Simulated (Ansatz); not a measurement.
# C (Fd-3m) in Ansatz: further runs

The runs below take C through Born charges and dielectric tensor, band structure, with r2SCAN, BPBE.

All numbers are computed with Ansatz 0.2.0; they aren't measurements. Logs are shortened: lines on timing, memory, paths and dates and some standing lists are left out, and cuts for length are marked.

## Step 1: Starting point

Symmetry: Fd-3m, No. 227, cubic system. Conventional cell: a = 3.567 Å, b = 3.567 Å, c = 3.567 Å, α = 90.00°, β = 90.00°, γ = 90.00°. C (site symmetry -43m) has 4 C at 1.54 Å as nearest neighbours.

This isn't the form of C at room conditions, which is graphite.

## Step 2: Born charges and dielectric tensor, r2SCAN

The input, input.yaml:

```yaml
crystal:
  lattice:
    - [0.0, 1.78337, 1.78337]
    - [1.78337, 0.0, 1.78337]
    - [1.78337, 1.78337, 0.0]
  atoms:
    - { symbol: C, position: [0.75, 0.75, 0.75] }
    - { symbol: C, position: [0.5, 0.5, 0.5] }
hamiltonian:
  xc: r2scan
  pseudopotentials: { kind: paw }
kpoints:
  mp_grid: { grid: [13, 13, 13] }
scf:
  occupations: { method: fixed }
output:
  eigenvalues: true
dielectric:
  method: response
```

Potentials or basis: Ansatz PAW.

Started as:

```console
ansatz run input.yaml --threads 2 --pin off --max-ram 5120MiB --backend cpu --events-out ev --progress --plain --runs-dir out
```

The log of the run:

```text
Warning: RAYON_NUM_THREADS=2 ignored (pool sized by the plan → 2); use --threads N
Engine: ansatz 0.2.0, x86_64-unknown-linux-gnu
Pseudopotentials: kind: paw
Pseudopotential: C, paw, valence charge 4, recommended cutoff 500 eV (meta_gga), C.paw.azcp
Functional definition: r2SCAN
  parameter k0 = 0.174
  parameter k1 = 0.065
  parameter a1 = 4.9479
  exchange = r2scan_x(k0 = k0, k1 = k1, a1 = a1)
  correlation = r2scan_c
Crystal: 2 atoms, lattice volume = 11.344 Å³
Basis set: ecut = 500 eV, 283 PW (Γ), exchange–correlation on 80×80×80 points (64 copies of the dense FFT grid, shifted against one another)
Bands: 8, of which v1, the nominal top of the filled ones, is band 4 counted from 1 (3 counted from 0)
Symmetry: 48 space group operations
k-points: 196 of 2197 (irreducible under 8 space group operations, time reversal used)
Non-local potential: C, projectors of the file, l = 0: 2, l = 1: 2, l = 2: 1
PAW form: soft (Blöchl's): semilocal exchange-correlation on the pseudo side does not see the compensation charge
PAW frozen core: C, regenerated for the run's functional (the file was generated under x = pbe(κ = 0.804, μ = 0.2195149727645171), c = pbe(β = 0.06672455060314922))
PAW one-centre angular grid: C, 302 points (default); XC on 239 of its mesh's 2573 points in the sphere
Initial density: superposition of atomic densities (neutral atoms: chi_scale 0, normalization atom), corrected by the library's trained network
Initial wavefunctions: pseudopotential atomic-orbital guess
Functional: x = r2scan, c = r2scan; τ floored in thin density (d = 2e-4 eV/Å³)
SCF iter   1: F=—  HF=-503.055288 eV  |F-HF|=—  |Δ(HF+E_count)|=         —  Δρ=8.87e-3  dr2=2.39e-3  dr2_τ=3.81e-1  ethr=1.77e-3  ⟨swp⟩=4.0  Hψ=9415  notcnv=0  defer=291
preconditioner: auto → none  [insulator: Δε(μ)=4.304 eV  Ē_g=20.784 eV  n_scr=0 (ndim 8)  ℏωp=31.2 eV  f_vac=0.000  ε∞_Penn≈3.3]
SCF iter   2: F=—  HF=-503.111009 eV  |F-HF|=—  |Δ(HF+E_count)|=   5.57e-2  Δρ=5.56e-3  dr2=9.70e-4  dr2_τ=5.78e-5  ethr=2.99e-5  ⟨swp⟩=2.7  Hψ=4501  notcnv=0  defer=379
SCF iter   3: F=—  HF=-503.111035 eV  |F-HF|=—  |Δ(HF+E_count)|=   2.66e-5  Δρ=1.85e-3  dr2=1.16e-4  dr2_τ=1.62e-5  ethr=1.21e-5  ⟨swp⟩=3.0  Hψ=2665  notcnv=0  defer=387
SCF iter   4: F=—  HF=-503.111068 eV  |F-HF|=—  |Δ(HF+E_count)|=   3.22e-5  Δρ=3.83e-4  dr2=4.97e-6  dr2_τ=3.26e-7  ethr=1.45e-6  ⟨swp⟩=1.7  Hψ=1925  notcnv=0  defer=21
SCF iter   5: F=—  HF=-503.111070 eV  |F-HF|=—  |Δ(HF+E_count)|=   2.26e-6  Δρ=9.46e-5  dr2=3.07e-7  dr2_τ=3.38e-8  ethr=6.21e-8  ⟨swp⟩=1.4  Hψ=1777  notcnv=0
SCF iter   6: F=—  HF=-503.111069 eV  |F-HF|=—  |Δ(HF+E_count)|=   4.82e-7  Δρ=6.37e-6  dr2=1.34e-9  dr2_τ=1.94e-10  ethr=3.84e-9  ⟨swp⟩=2.2  Hψ=2351  notcnv=0
SCF iter   7: F=-503.111069 eV  HF=-503.111069 eV  |F-HF|=5.68e-12  |Δ(HF+E_count)|=   1.17e-9  Δρ=4.78e-7  dr2=7.43e-12  dr2_τ=1.00e-12  ethr=1.25e-12  ⟨swp⟩=4.0  Hψ=6363  notcnv=0
SCF 1 converged in 7 iterations: F = -503.111069 eV  dr2 = 7.43e-12
NSCF: frozen V_eff on 5 k-points
DFPT response loops at Γ: preconditioner auto → none (the input reference at scf.mixing.eps_inf says where Resta's filter doesn't serve); β = 0.50; Broyden in place of MSR1
── the response to a field inside a basis, on 14×14×14 k-points: an SCF that follows is theirs, and a resumed run solves both again ──
Bands: 5, of which v1, the nominal top of the filled ones, is band 4 counted from 1 (3 counted from 0)
k-points: 280 of 2744 (irreducible under 12 space group operations)
Initial density: handed on by an earlier stage of this run
Initial wavefunctions: pseudopotential atomic-orbital guess (no wavefunctions were taken with the density)
Eigensolver: Dense (280 Hₖ)
SCF iter   1: F=—  HF=-503.110122 eV  |F-HF|=—  |Δ(HF+E_count)|=         —  Δρ=1.45e-4  dr2=3.55e-7  dr2_τ=9.97e-7  ethr=1.00e-1
preconditioner: auto → none  [insulator: Δε(μ)=4.528 eV  Ē_g=16.900 eV  n_scr=0 (ndim 8)  ℏωp=31.2 eV  f_vac=0.000  ε∞_Penn≈4.4]
SCF iter   2: F=-503.110124 eV  HF=-503.110124 eV  |F-HF|=2.93e-7  |Δ(HF+E_count)|=   1.57e-6  Δρ=7.61e-5  dr2=9.84e-8  dr2_τ=2.91e-8  ethr=4.44e-9
SCF 1 converged in 2 iterations: F = -503.110124 eV  dr2 = 9.84e-8
DFPT response loops at Γ: mixed as the last ones told, above
SCF converged after 7 iterations
Free energy (F): -503.111069 eV
Harris-Foulkes:  -503.111069 eV  (|F-HF|=5.68e-12)
Internal energy: -503.111069 eV  (E = F + TS)
E sigma→0 (E₀):  -503.111069 eV
Fermi energy:    13.288422 eV
--- Per-component energies (eV) ---
  E_band       = 30.266418
  E_kinetic    = 184.135159
  E_local      = -121.136930  (includes V_loc(G=0)·N_el)
  E_nonlocal   = 52.519074
  E_hartree    = 26.677964
  E_xc         = -95.860601
  E_vxc        = -132.463476  (∫ρ·V_xc dr)
  E_paw        = -201.434832  (= ΣΔE_a)
  E_vpaw       = -13.133671  (= ΣTr[D̂ρ^β])
  E_aug_tail   = 0.000008  (compensation charges beyond the density's cutoff)
  E_vtau       = 6.990330  (kinetic-family band-sum trace: ∫τ·v_τ [+ j·A + Jᵃ·Aᵃ] dr)
  E_ewald      = -347.961363
  E_core_change = -0.049547  (= ΣΔE_core)
  E_smearing   = -0.000000  (= −TS)
  E_closure    = -0.000000  (closes the sum)
  Σ components = -503.111069   (vs F -503.111069, Δ=0.00e0)
--- Band table (eV; the first three rows and the last of 196) ---
  k-point 0: bands = ["-9.3844", "13.2884", "13.2884", "13.2884", "19.1685", "19.1685", "19.1685", "27.0618"]
  k-point 1: bands = ["-9.2134", "12.1495", "12.9923", "12.9923", "19.5570", "19.5570", "19.8363", "27.2384"]
  k-point 2: bands = ["-8.7020", "9.7396", "12.3252", "12.3252", "20.4366", "20.4366", "20.8975", "27.7538"]
  k-point 195: bands = ["-0.3470", "1.1801", "4.2471", "5.2663", "24.1112", "24.1502", "25.9479", "27.4083"]
--- Dielectric response (ions clamped): 3 representative field directions + reference, inside a basis on a mesh of 2744 k-points (Σ response iterations 15) ---
  ε∞ (high-frequency dielectric tensor):
        5.788605    -0.000000     0.000000
       -0.000000     5.788605     0.000000
        0.000000     0.000000     5.788605
  Born effective charges Z* (e; rows j = field, columns β = displacement):
    site 0:
         0.00000    0.00000   -0.00000
        -0.00000    0.00000    0.00000
        -0.00000   -0.00000    0.00000
    site 1:
         0.00000   -0.00000    0.00000
         0.00000    0.00000   -0.00000
         0.00000    0.00000    0.00000
  Z* charge neutrality: 8.943e-5 e pre-enforcement
  solved inside a basis spanned on kpoints, on 14×14×14 k-points, its susceptibility summed on 20×20×20: ε∞ is read to err by 1.5e-2, Z* by 4.1e-3 e (field_mesh: kpoints solves on kpoints)
```

Run time: 19 s. Hardware: 2 threads of AMD EPYC 7B13 (Zen 3), shared host; peak memory 0.6 GiB.

Results:

- Free energy: -503.1111 eV
- Band gap on the k mesh: 4.36 eV, indirect (least direct gap 5.88 eV)
- Electronic dielectric tensor (diagonal): 5.79
- Born charges (mean of the diagonal): C +0.00 e

Electronic dielectric tensor:
```
5.79 0.00 0.00
0.00 5.79 0.00
0.00 0.00 5.79
```

Born effective charge tensors (e):
atom 1, C
```
0.00 0.00 0.00
0.00 0.00 0.00
0.00 0.00 0.00
```
atom 2, C
```
0.00 0.00 0.00
0.00 0.00 0.00
0.00 0.00 0.00
```

Caveat: odd divisions of the mesh miss points on the zone boundary, where band edges often lie, so the gap on the mesh can be too wide; the PAW data sets come from PBE, with cores solved anew for the run's functional, which leaves a small shift of forces and pressure. r2SCAN opens gaps a little over a GGA but as a rule still falls short of measured ones.

## Step 3: Band structure, BPBE

The input, input.yaml:

```yaml
crystal:
  lattice:
    - [0.0, 1.78337, 1.78337]
    - [1.78337, 0.0, 1.78337]
    - [1.78337, 1.78337, 0.0]
  atoms:
    - { symbol: C, position: [0.75, 0.75, 0.75] }
    - { symbol: C, position: [0.5, 0.5, 0.5] }
hamiltonian:
  xc: { exchange: b88, correlation: pbe }
  pseudopotentials: { kind: paw }
kpoints:
  mp_grid: { grid: [13, 13, 13] }
  band_path:
    path:
      - [[0.0, 0.0, 0.0], [0.5, 0.0, 0.5], [0.5, 0.25, 0.75], [0.375, 0.375, 0.75], [0.0, 0.0, 0.0], [0.5, 0.5, 0.5], [0.625, 0.25, 0.625], [0.5, 0.25, 0.75], [0.5, 0.5, 0.5], [0.375, 0.375, 0.75]]
      - [[0.625, 0.25, 0.625], [0.5, 0.0, 0.5]]
    npoints: 14
scf:
  occupations: { method: fermi_dirac, width: 0.05 }
  n_extra_bands: 6
output:
  forces: true
  stress: true
  eigenvalues: true
  fatbands: false
  write_density: true
  write_potential: true
  elf: true
  volumetric_format: npy
```

Potentials or basis: Ansatz PAW.

Started as:

```console
ansatz run input.yaml --threads 2 --pin off --max-ram 5120MiB --backend cpu --events-out ev --progress --plain --runs-dir out
```

Wall time 0.77 s (2 threads of AMD EPYC 7B13 (Zen 3), shared host); peak memory 0.31 GiB.

It converged, with:

```
Free energy             : -503.0584 eV
Pressure                : 2.2 GPa
Band gap on the k mesh  : 4.15 eV, indirect (least direct gap 5.61 eV)
Band gap along the path : 4.14 eV, indirect (least direct gap 5.61 eV)
```

Levels at the corners of the path, in eV from the valence-band top:
```tsv
point	band 1	band 2	band 3	band 4	band 5	band 6	band 7	band 8	band 9
Γ	-21.48	0.00	0.00	0.00	5.61	5.61	5.61	13.26	19.22
X	-12.77	-12.77	-6.30	-6.30	4.77	4.77	16.80	16.80	23.19
W	-11.98	-11.98	-8.32	-8.32	10.63	10.63	12.31	12.31	21.30
K	-12.98	-11.73	-9.31	-5.36	5.68	10.74	14.37	15.61	18.66
Γ	-21.48	0.00	0.00	0.00	5.61	5.61	5.61	13.26	19.22
L	-15.70	-13.37	-2.80	-2.80	8.48	8.48	8.82	15.67	21.84
U	-12.98	-11.73	-9.31	-5.36	5.68	10.74	14.37	15.61	18.66
W	-11.98	-11.98	-8.32	-8.32	10.63	10.63	12.31	12.31	21.30
L	-15.70	-13.37	-2.80	-2.80	8.48	8.48	8.82	15.67	21.84
K	-12.98	-11.73	-9.31	-5.36	5.68	10.74	14.37	15.61	18.66
U	-12.98	-11.73	-9.31	-5.36	5.68	10.74	14.37	15.61	18.66
X	-12.77	-12.77	-6.30	-6.30	4.77	4.77	16.80	16.80	23.19
```

Caveat: the pressure holds a Pulay correction of +1.0 GPa for the finite cutoff; the PAW data sets come from PBE, with cores solved anew for the run's functional, which leaves a small shift of forces and pressure.
